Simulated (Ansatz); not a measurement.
All numbers below come from Ansatz, DFT PBE, scalar-relativistic, plane waves, PAW.

Settings: cutoff 420 eV, Γ-centred mesh 8×8×8 on the computed 8-atom cell, Gaussian smearing of 0.10 eV; no spin polarisation.

Structure with the computed forces (eV/Å) in the last three columns:

```xyz
8
Lattice="4.4181 -2.5919 0.0000 4.4181 2.5919 0.0000 0.0000 0.0000 5.3786" Properties=species:S:1:pos:R:3:forces:R:3 pbc="T T T" pressure_GPa=-4.54
Si    4.4181   -0.8442    4.4425    0.0000    0.2400    0.1380
Si    4.4181    0.8442    0.9361    0.0000   -0.2400   -0.1380
Si    4.4181   -1.7477    1.7532    0.0000   -0.2400    0.1380
Si    4.4181    1.7477    3.6253    0.0000    0.2400   -0.1380
Si    6.2563    0.0000    2.6893   -0.0430    0.0000    0.0000
Si    1.8382    0.0000    0.0000   -0.0430    0.0000    0.0000
Si    2.5799    0.0000    2.6893    0.0430    0.0000    0.0000
Si    6.9980    0.0000    0.0000    0.0430    0.0000    0.0000
```

Stress tensor (GPa, compression positive):

```
-3.57  0.00  0.00
 0.00 -3.41  0.00
 0.00  0.00 -6.65
```

This form isn't the element's structure at ambient conditions.